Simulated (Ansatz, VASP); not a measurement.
# Cross-check of SnSe2 between VASP and Ansatz

One calculation is typed for both programs; each brings its own data sets. How far apart do they land? Of the first pair: The structure shown is the start of the Ansatz relaxation below; VASP solves that cell, so the two are compared at the walk's first step.

Main program and level: Ansatz 0.2.0; plane waves, with VASP 6.6.1 beside it; single point at PBE with D3(BJ).

## 1. The structure

The cell holds 3 atoms: 2 Se and 1 Sn. Cell: a = 3.811 Å, b = 3.811 Å, c = 18.056 Å, α = 90.0°, β = 90.0°, γ = 120.0°. It derives from SnSe2. As first built, before any earlier steps moved the atoms (in the runner's words): kind sheets cut from a layered crystal; sheets 1. Vacuum lies along c.

## 2. Ansatz: relaxation, PBE with D3(BJ)

Ansatz runs on its default PAW (the set named soft_2) files.

The two programs are compared at the cell with which this relaxation starts, whose forces are those of its first step.

The input, input.yaml:

```yaml
crystal:
  lattice:
    - [3.811, 0.0, 0.0]
    - [-1.9055, 3.300422814, 0.0]
    - [0.0, 0.0, 18.055728]
  atoms:
    - { symbol: Se, position: [0.333333333, 0.666666667, 0.584619352] }
    - { symbol: Sn, position: [0.0, 0.0, 0.5] }
    - { symbol: Se, position: [0.666666667, 0.333333333, 0.415380648] }
kpoints:
  mp_grid: { grid: [6, 6, 1] }
scf:
  occupations: { method: fermi_dirac, width: 0.02 }
  n_extra_bands: 8
hamiltonian:
  xc: pbe
  pseudopotentials: { kind: paw }
  dispersion: d3bj
output:
  forces: true
  write_potential: true
  volumetric_format: []
relax:
  f_tol: 0.03
  max_steps: 45
  cell: { fix: [c, alpha, beta] }
```

Run with:

```bash
$ ansatz run input.yaml --threads 8 --pin off --max-ram 14336MiB --backend cpu --events-out ev --progress --plain --runs-dir out
```

Numbers of over 12 decimals in the logs are rounded to 6 here.

The log of the run:

```text
scf.n_extra_bands = 8 over 23 filled bands (N_el = 46.0): the run solves 31 bands
Engine: ansatz 0.2.0, x86_64-unknown-linux-gnu
Pseudopotentials: kind: paw
Pseudopotential: Se, paw, valence charge 16, recommended cutoff 420 eV (normal), Se.paw.azcp
Pseudopotential: Sn, paw, valence charge 14, recommended cutoff 420 eV (normal), Sn.paw.azcp
Functional definition: PBE
  parameter kappa = 0.804
  parameter beta = 0.066725
  exchange = pbe_x(kappa = kappa, mu = beta*pi^2/3)
  correlation = pbe_c(beta = beta)
Crystal: 3 atoms, lattice volume = 227.103 Å³
Basis set: ecut = 420 eV, 4429 PW (Γ), exchange–correlation on 54×54×250 points (8 copies of the dense FFT grid, shifted against one another)
Bands: 31, of which v1, the nominal top of the filled ones, is band 23 counted from 1 (22 counted from 0)
Symmetry: 12 space group operations
Space group: P-3m1 (ITA 164), of the structure as read, at distance tolerance 6.1e-5 Å
k-points: 7 of 36
Non-local potential: Se, projectors of the file, l = 0: 2, l = 1: 2, l = 2: 3, l = 3: 1
Non-local potential: Sn, projectors of the file, l = 0: 2, l = 1: 2, l = 2: 2, l = 3: 2
PAW form: soft (Blöchl's): semilocal exchange-correlation on the pseudo side does not see the compensation charge
PAW one-centre angular grid: Se, 590 points (default); XC on 64 Gauss nodes
PAW one-centre angular grid: Sn, 590 points (default); XC on 64 Gauss nodes
Initial density: superposition of atomic densities (neutral atoms: chi_scale 0, normalization atom), corrected by the library's trained network
Initial wavefunctions: pseudopotential atomic-orbital guess
Functional: x = pbe(κ = 0.804, μ = 0.219515), c = pbe(β = 0.066725)
SCF iter   1: F=—  HF=-16964.063483 eV  |F-HF|=—  |Δ(HF+E_count)|=         —  Δρ=9.13e-4  dr2=3.95e-3  ethr=1.77e-3  ⟨swp⟩=8.4  Hψ=1081  notcnv=0
preconditioner: auto → Resta (q_TF=auto, 2.091 Å⁻¹)  ε∞=1.5  [insulator: Δε(μ)=0.967 eV  Ē_g=17.172 eV  σ=0.020 eV  W_gap=1.00  n_scr=42 (ndim 8)  ℏωp=12.6 eV  f_vac=0.650  D(μ)=0.00/eV (n_scr^D=0)  ε∞_Penn≈1.5  vacuum switching on, ρ_ref=2.1e-2 e/Å³]
SCF iter   2: F=—  HF=-16964.064141 eV  |F-HF|=—  |Δ(HF+E_count)|=   6.58e-4  Δρ=5.33e-4  dr2=1.15e-3  ethr=8.58e-6  ⟨swp⟩=3.9  Hψ=574  notcnv=0  defer=21
SCF iter   3: F=—  HF=-16964.064242 eV  |F-HF|=—  |Δ(HF+E_count)|=   1.01e-4  Δρ=2.84e-4  dr2=1.38e-4  ethr=2.50e-6  ⟨swp⟩=2.3  Hψ=268  notcnv=0  defer=21
SCF iter   4: F=—  HF=-16964.064694 eV  |F-HF|=—  |Δ(HF+E_count)|=   4.52e-4  Δρ=1.22e-4  dr2=3.32e-5  ethr=3.00e-7  ⟨swp⟩=2.7  Hψ=338  notcnv=0  defer=21
SCF iter   5: F=—  HF=-16964.064633 eV  |F-HF|=—  |Δ(HF+E_count)|=   6.07e-5  Δρ=5.27e-5  dr2=6.06e-6  ethr=7.22e-8  ⟨swp⟩=2.0  Hψ=277  notcnv=0  defer=21
SCF iter   6: F=—  HF=-16964.064632 eV  |F-HF|=—  |Δ(HF+E_count)|=   8.77e-7  Δρ=1.11e-5  dr2=3.05e-7  ethr=1.32e-8  ⟨swp⟩=3.1  Hψ=443  notcnv=0  defer=21
SCF iter   7: F=-16964.064632 eV  HF=-16964.064632 eV  |F-HF|=4.09e-9  |Δ(HF+E_count)|=   1.63e-7  Δρ=1.94e-6  dr2=1.11e-8  ethr=2.17e-10  ⟨swp⟩=10.0  Hψ=1422  notcnv=0
SCF 1 converged in 7 iterations: F = -16964.064632 eV  dr2 = 1.11e-8
  greatest PAW one-centre occupation: 1.000 electrons in one spin orbital (limit 2), on the Se atom at site 2 (counted from 0), in its partial waves of l = 2
relax step   1: F+E_penalty+E_count = -16964.06463212 eV  Δ(F+E_penalty+E_count) = +0.000e0 eV  max|allowed force component| = 7.792e-1 eV/Å  Δτ_max = 0.0000 Å  P = +1.186 GPa  Ω = 227.103 Å³  fix = [c, alpha, beta]  reactions: c +1.674 GPa  (7 SCF iters, dr2 threshold 1.00e-7 eV, accepted)
[...]
relax step   3: F+E_penalty+E_count = -16964.12346772 eV  Δ(F+E_penalty+E_count) = -5.884e-2 eV  max|allowed force component| = 7.164e-2 eV/Å  Δτ_max = 0.0774 Å  P = -0.113 GPa  Ω = 229.420 Å³  energy of the carried Pulay correction = -1.868e-4 eV  fix = [c, alpha, beta]  reactions: c -0.165 GPa  (9 SCF iters, accepted)
[...]
relax step   4: F+E_penalty+E_count = -16964.12404475 eV  Δ(F+E_penalty+E_count) = -5.770e-4 eV  max|allowed force component| = 4.641e-3 eV/Å  Δτ_max = 0.0065 Å  P = -0.013 GPa  Ω = 229.216 Å³  energy of the carried Pulay correction = -1.704e-4 eV  fix = [c, alpha, beta]  reactions: c -0.015 GPa  (4 SCF iters, dr2 threshold 3.00e-7 eV, accepted)
[...]
relax step   5: F+E_penalty+E_count = -16964.12416925 eV  Δ(F+E_penalty+E_count) = -1.245e-4 eV  max|allowed force component| = 4.810e-3 eV/Å  Δτ_max = 0.0000 Å  P = -0.014 GPa  Ω = 229.216 Å³  fix = [c, alpha, beta]  reactions: c -0.017 GPa  stress off target by 1.29e-2 GPa on what of the cell is left free  SCF on the basis re-selected at this cell (its energy is not comparable with the rows above)  (9 SCF iters)
basis re-selected at this cell: Δ(F+E_penalty+E_count) = -1.245e-4 eV, ΔP = -0.001 GPa vs the last step (what re-selecting the basis moved, of the pressure what is left beyond the Pulay correction that the steps carried, after the strain that the cell walked since its last selection, with what the two solves' SCF thresholds leave and, on support functions, any second-order correction that the steps lacked; it is no m [...]
SCF converged after 9 iterations
an eigenvalue changed by more than its tolerance at an iteration that met the thresholds in force, so the SCF went on 2 times, its first undamped step at iteration 8: the last check found none over its tolerance
Free energy (F): -16964.124169 eV
Harris-Foulkes:  -16964.124169 eV  (|F-HF|=0.00e0)
Internal energy: -16964.124169 eV  (E = F + TS)
E sigma→0 (E₀):  -16964.124169 eV
Fermi energy:    -0.864036 eV
--- Per-component energies (eV) ---
  E_band       = -1281.785722
  E_kinetic    = 423.857690
  E_local      = -29756.936332  (includes V_loc(G=0)·N_el)
  E_nonlocal   = -1222.424306
  E_hartree    = 14744.608174
  E_xc         = -589.157447
  E_vxc        = -290.391324  (∫ρ·V_xc dr)
  E_paw        = -7963.869467  (= ΣΔE_a)
  E_vpaw       = 74.893436  (= ΣTr[D̂ρ^β])
  E_aug_tail   = -0.001209  (compensation charges beyond the density's cutoff)
  E_ewald      = 7400.556338
  E_disp       = -0.757609  (pairwise vdW)
  E_smearing   = -0.000000  (= −TS)
  E_closure    = -0.000000  (closes the sum)
  Σ components = -16964.124169   (vs F -16964.124169, Δ=0.00e0)
--- Forces (eV/Å), atoms counted from 1 ---
  atom   1  Se    -0.00000000     0.00000000    -0.00480970
  atom   2  Sn     0.00000000    -0.00000000     0.00000000
  atom   3  Se    -0.00000000    -0.00000000     0.00480970
  max |Σ_I F_I| component: 9.25e-18 eV/Å
--- Stress (GPa, compression-positive) ---
       -0.012891      -0.000000      -0.000000
        0.000000      -0.012891       0.000000
       -0.000000       0.000000      -0.016712
  P = ⅓ Tr σ = -0.0142 GPa (-0.142 kbar)
--- Band table (eV; the first three rows and the last of 7) ---
  k-point 0: bands = [... 19 lower, -1.7119, -1.7119, -1.3250, -1.3250, 0.3372, 1.8612, 3.3693, 3.3693, ... 4 higher]
  k-point 1: bands = [... 19 lower, -2.5098, -2.3694, -2.2223, -1.2635, 0.9838, 2.6054, 3.6805, 3.9065, ... 4 higher]
  k-point 2: bands = [... 19 lower, -3.5164, -3.1457, -2.0139, -1.4733, 0.0397, 2.9166, 4.1220, 4.4430, ... 4 higher]
  k-point 6: bands = [... 19 lower, -4.8850, -4.5178, -2.1268, -2.1268, 0.5393, 3.9651, 3.9651, 5.3268, ... 4 higher]
--- Relaxed structure (4 steps of the walk, 3 accepted, 1 SCFs on fresh bases) ---
  F+E_penalty+E_count = -16964.12416925 eV   max|allowed force component| = 4.810e-3 eV/Å   (the final SCF, on the basis selected at the relaxed cell)
  cell:  # Å, volume = 229.2157 Å³
    - [3.828682, 0.0, 0]
    - [-1.914341, 3.315736, 0]
    - [0, 0, 18.055728]
  atoms:
    - { symbol: Se, position: [0.333333, 0.666667, 0.588549] }
    - { symbol: Sn, position: [0, 0, 0.5] }
    - { symbol: Se, position: [0.666667, 0.333333, 0.411451] }
```

## 3. VASP: single point, PBE with D3(BJ), start cell, pair 1

The same cell, functional, mesh and smearing now go to VASP, with its own data sets.

Lines of VASP's logs that name or quote its potential files are left out, and so is its time.

The input, INCAR:

```
SYSTEM = SnSe2
PREC = Accurate
ENCUT = 400
EDIFF = 1E-06
NELM = 120
ISMEAR = -1
SIGMA = 0.02
LREAL = .FALSE.
ALGO = Normal
GGA = PE
IVDW = 12
NBANDS = 19
LORBIT = 11
LWAVE = .FALSE.
LCHARG = .FALSE.
ISIF = 2
LASPH = .TRUE.
GGA_COMPAT = .FALSE.
EFERMI = MIDGAP
```

The input, POSCAR:

```
SnSe2
1.0
    3.8110000000      0.0000000000      0.0000000000
   -1.9055000000      3.3004230000      0.0000000000
    0.0000000000      0.0000000000     18.0557280000
Se Sn
2 1
Direct
    0.3333333333      0.6666666667      0.5846193518
    0.6666666667      0.3333333333      0.4153806482
    0.0000000000      0.0000000000      0.5000000000
```

The input, KPOINTS:

```
Automatic mesh
0
Gamma
6 6 1
0 0 0
```

Potentials, in the order of the species: Se and Sn_d (PBE family, release 64).

Run with:

```bash
$ mpirun -np 1 vasp_std
```

The log of the run:

```text
[banner, memory and clock lines left out]
running    1 mpi-ranks, on    1 nodes
 distrk:  each k-point on    1 cores,    1 groups
 distr:  one band on    1 cores,    1 groups

 POSCAR found type information on POSCAR SeSn
 POSCAR found :  2 types and       3 ions
 LDA part: xc-table for (Slater+PW92), standard interpolation
 POSCAR, INCAR and KPOINTS ok, starting setup
 FFT: planning ... GRIDC
 FFT: planning ... GRID_SOFT
 FFT: planning ... GRID
 WAVECAR not read
 entering main loop
       N       E                     dE             d eps       ncg     rms          rms(c)
DAV:   1     0.169376970229E+03    0.16938E+03   -0.10449E+04   306   0.971E+02
DAV:   2     0.572752023019E+01   -0.16365E+03   -0.15996E+03   369   0.226E+02
DAV:   3    -0.115147036348E+02   -0.17242E+02   -0.16628E+02   334   0.902E+01
DAV:   4    -0.120492781307E+02   -0.53457E+00   -0.53372E+00   355   0.174E+01
DAV:   5    -0.120614045035E+02   -0.12126E-01   -0.12126E-01   370   0.261E+00    0.517E+00
DAV:   6    -0.117883944489E+02    0.27301E+00   -0.55370E-01   411   0.807E+00    0.337E+00
DAV:   7    -0.117665423565E+02    0.21852E-01   -0.25316E-01   328   0.340E+00    0.584E-01
DAV:   8    -0.117621849272E+02    0.43574E-02   -0.27619E-02   336   0.182E+00    0.297E-01
DAV:   9    -0.117625752657E+02   -0.39034E-03   -0.27088E-03   304   0.326E-01    0.581E-02
DAV:  10    -0.117625709384E+02    0.43273E-05   -0.15658E-04   368   0.130E-01    0.293E-02
DAV:  11    -0.117626054327E+02   -0.34494E-04   -0.93273E-05   306   0.517E-02    0.884E-03
DAV:  12    -0.117626280023E+02   -0.22570E-04   -0.43421E-06   303   0.130E-02    0.794E-03
DAV:  13    -0.117627047103E+02   -0.76708E-04   -0.19398E-05   278   0.143E-02    0.472E-03
DAV:  14    -0.117627364916E+02   -0.31781E-04   -0.43039E-06   273   0.678E-03    0.361E-03
DAV:  15    -0.117627504013E+02   -0.13910E-04   -0.14298E-06   266   0.618E-03    0.196E-03
DAV:  16    -0.117627640017E+02   -0.13600E-04   -0.19894E-07   274   0.346E-03    0.117E-03
DAV:  17    -0.117627716619E+02   -0.76602E-05   -0.28341E-07   277   0.164E-03    0.123E-03
DAV:  18    -0.117627763738E+02   -0.47120E-05   -0.15618E-07   250   0.250E-03    0.315E-04
DAV:  19    -0.117627774252E+02   -0.10513E-05   -0.31811E-08   274   0.910E-04    0.264E-04
DAV:  20    -0.117627777213E+02   -0.29613E-06   -0.68998E-09   225   0.322E-04
   1 F= -.12539155E+02 E0= -.12539155E+02  d E =-.859565E-11
```

Parts of OUTCAR (step 3):

```text
ion  position               nearest neighbor table
   1  0.333  0.667  0.585-   3 2.68   3 2.68   3 2.68
   2  0.667  0.333  0.415-   3 2.68   3 2.68   3 2.68
   3  0.000  0.000  0.500-   1 2.68   2 2.68   2 2.68   1 2.68   2 2.68   1 2.68

  LATTYP: Found a hexagonal cell.
 ALAT       =     3.8110000000
 C/A-ratio  =     4.7377927053

 Subroutine GETGRP returns: Found 12 space group operations
 (whereof 12 operations were pure point group operations)

The static configuration has the point symmetry D_3d.

 Found      7 irreducible k-points:

   k-points           NKPTS =      7   k-points in BZ     NKDIM =      7   number of bands    NBANDS=     19

   dimension x,y,z NGX =    28 NGY =   28 NGZ =  120
   dimension x,y,z NGXF=    56 NGYF=   56 NGZF=  240

   ENCUT  =  400.0 eV  29.40 Ry    5.42 a.u.   6.21  6.21 29.44*2*pi/ulx,y,z

   NELECT =      26.0000    total number of electrons

 k-points in reciprocal lattice and weights: Automatic mesh
   0.00000000  0.00000000  0.00000000       0.028
   0.16666667  0.00000000  0.00000000       0.167
   0.33333333  0.00000000  0.00000000       0.167
   0.50000000  0.00000000  0.00000000       0.083
   0.16666667  0.16666667  0.00000000       0.167
   0.33333333  0.16666667  0.00000000       0.333
   0.33333333  0.33333333  0.00000000       0.056

 average (electrostatic) potential at core
       1 -59.9775       2 -59.9775       3-109.3626

 E-fermi :  -2.1782

 k-point     1 :       0.0000    0.0000    0.0000
  band No.  band energies     occupation
    ...
      9      -3.6095      2.00000
     10      -3.2120      2.00000
     11      -3.2120      2.00000
     12      -2.7787      2.00000
     13      -2.7787      2.00000
     14      -0.8996      0.00000
     15       0.4308      0.00000
     16       2.0286      0.00000
     17       2.0286      0.00000
     18       2.9632      0.00000
    ...

 k-point     2 :       0.1667    0.0000    0.0000
  band No.  band energies     occupation
    ...
      9      -4.9656      2.00000
     10      -3.9330      2.00000
     11      -3.8904      2.00000
     12      -3.4727      2.00000
     13      -2.6602      2.00000
     14      -0.2046      0.00000
     15       1.2863      0.00000
     16       2.4171      0.00000
     17       2.6549      0.00000
     18       3.3025      0.00000
    ...

 k-point     3 :       0.3333    0.0000    0.0000
  band No.  band energies     occupation
    ...
      9      -6.5583      2.00000
     10      -4.8718      2.00000
     11      -4.7558      2.00000
     12      -3.2603      2.00000
     13      -2.8410      2.00000
     14      -1.1705      0.00000
     15       1.6830      0.00000
     16       2.9410      0.00000
     17       3.3668      0.00000
     18       3.9543      0.00000
    ...

 Edisp (eV)   -0.77638

  Total       1.36013     1.36013     2.39787    -0.00000     0.00000    -0.00000
  in kB       9.59549     9.59549    16.91658    -0.00000     0.00000    -0.00000
  external pressure =       12.04 kB  Pullay stress =        0.00 kB

  energy-cutoff  :      400.00
  volume of cell :      227.10
      direct lattice vectors                 reciprocal lattice vectors
     3.811000000  0.000000000  0.000000000     0.262398321  0.151495733  0.000000000
    -1.905500000  3.300423000  0.000000000     0.000000000  0.302991465  0.000000000
     0.000000000  0.000000000 18.055728000     0.000000000  0.000000000  0.055384086

 POSITION                                       TOTAL-FORCE (eV/Angst)
 -----------------------------------------------------------------------------------
     -0.00000      2.20028     10.55573         0.000000      0.000000      0.796057
      1.90550      1.10014      7.50000        -0.000000     -0.000000     -0.796057
      0.00000      0.00000      9.02786         0.000000     -0.000000      0.000000
 -----------------------------------------------------------------------------------
    total drift:                                0.000000      0.000000     -0.000000

  FREE ENERGIE OF THE ION-ELECTRON SYSTEM (eV)
  ---------------------------------------------------
  free  energy   TOTEN  =       -12.5391551143 eV

  energy  without entropy=      -12.5391551143  energy(sigma->0) =      -12.53915511

 total charge
# of ion       s       p       d       tot
------------------------------------------
    1        1.480   2.341   0.028   3.849
    2        1.480   2.341   0.028   3.849
    3        1.046   1.061  10.118  12.225
--------------------------------------------------
tot          4.006   5.744  10.173  19.923

[... 3 further parts left out ...]
```

## 4. Side by side

Known differences besides the potentials themselves: the data sets hold 46 valence electrons in Ansatz (on its default PAW (the set named soft_2) files) and 26 in VASP; the cutoff is 420 eV in Ansatz and 400 eV in VASP. Total energies have different zeros and are not compared.

Forces (eV/Å; atoms numbered as in POSCAR):

| atom | Ansatz x, y, z | VASP x, y, z |
| --- | --- | --- |
| Se1 | 0.000, 0.000, 0.779 | 0.000, 0.000, 0.796 |
| Se2 | 0.000, 0.000, -0.779 | 0.000, 0.000, -0.796 |
| Sn3 | 0.000, 0.000, 0.000 | 0.000, 0.000, 0.000 |

The forces differ by 8.0 meV/Å r.m.s., which is 2.1 % of the r.m.s. force of 0.375 eV/Å (both taken over all components). With vacuum in the cell, a pressure given here is an average over mostly empty space and none of the material.

(Part 1 of 2 ends here.)

[Lines on the potential files, build, host, timing and source positions are cut from VASP's logs without a mark.]

[Logs are printed without paths, hosts, clocks, repeated set-up lines and the standing remarks that a program may print on its own settings, such as how far it seeks lower states.]

[Hosts, paths, dates, database ids (printed as entryN), source tags and the programs' standing remarks are cut or masked in the printed files.]
